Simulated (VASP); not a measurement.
Runs of VASP 6.6.1 on O. All rows change the cell; the cell of one of them follows. The structure is trigonal, space group R-3m (No. 166). The conventional cell has a = 3.372 Å, b = 3.372 Å, c = 11.270 Å, α = 90.00°, β = 90.00°, γ = 120.00°. O (site symmetry 3m) is surrounded by 1 O at 1.23 Å. The real solid is made of molecules; this cell is a model form.

```csv
cell,gap on the mesh (eV),pressure (GPa),largest force (eV/Å)
volume scaled by 1.02,none,(c),0.15
volume scaled by 1.04,none,-3.1,0.40
volume scaled by 0.94,none,2.5,2.82
volume scaled by 1.06,none,(b),(a)
```

Alike in all rows: task single point; level PBE; potentials or basis VASP PAW PBE potentials, release 64 (O); no spin polarisation; k mesh 9 × 9 × 9; cutoff (eV) 520; smearing fermi-dirac 0.05 eV.

Q: Estimate the missing entries.

A: (a) 0.92; (b) -3.9; (c) -2.2.

Caveats: the standard files for N, O and F lose accuracy on very short bonds; spin is off for a triplet molecule; forces of over 1 eV/Å show positions far from the minimum, so gaps and moduli don't describe the material at rest (some runs).

A gap of «none» marks a metal or a gap under the smearing width.
